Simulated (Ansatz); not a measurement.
## Lattice vibrations of NbP at Γ

All numbers below come from DFT PBE, scalar-relativistic, plane waves, PAW in Ansatz 0.2.0. Plane waves to 420 eV; Γ-centred k mesh 18×18×8; Fermi-Dirac smearing of 0.15 eV. No spin polarisation. Phonons by linear response, acoustic sum rule imposed.

Equilibrium structure at this level:
```xyz
4
Lattice="3.3203 0.0000 0.0000 -1.6601 2.8755 0.0000 0.0000 0.0000 6.7106" Properties=species:S:1:pos:R:3 pbc="T T T"
Nb    0.0000    0.0000    0.0000
Nb    0.0000    0.0000    3.3553
P     0.0000    1.9170    1.6777
P     1.6601    0.9585    5.0330
```

It was reached by relaxing an invented guess, and it needn't be the stable form of this composition. In a metal, frequencies depend on the k mesh and the smearing, soft modes most.

Optical modes at Γ:
```json
{"frequency (cm⁻¹)": "193", "degeneracy": "2"}
{"frequency (cm⁻¹)": "247", "degeneracy": "1"}
{"frequency (cm⁻¹)": "293", "degeneracy": "2"}
{"frequency (cm⁻¹)": "300", "degeneracy": "2"}
{"frequency (cm⁻¹)": "319", "degeneracy": "1"}
{"frequency (cm⁻¹)": "404", "degeneracy": "1"}
```

All 9 optical modes at Γ are real: no displacement of atoms at fixed cell lowers the energy to second order. Strains and modes at other wave vectors aren't tested by this run.
